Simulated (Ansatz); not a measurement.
Harmonic frequencies (cm⁻¹) at PBE0-D4/def2-TZVPD from Ansatz: 201, 321, 324, 390, 432, 499, 506, 784, 813, 1036, 1058, 1112, 1334, 3880, 3880.

Each molecule was computed in one conformer, which needn't be the lowest.

(1) Which molecule is it?
A. `Cl/C=C/Cl`
B. `FC(F)C(Cl)Cl`
C. `O=P([O-])(O)O`
D. `BrC(Br)=C(Br)Br`

Results:

(1) C.
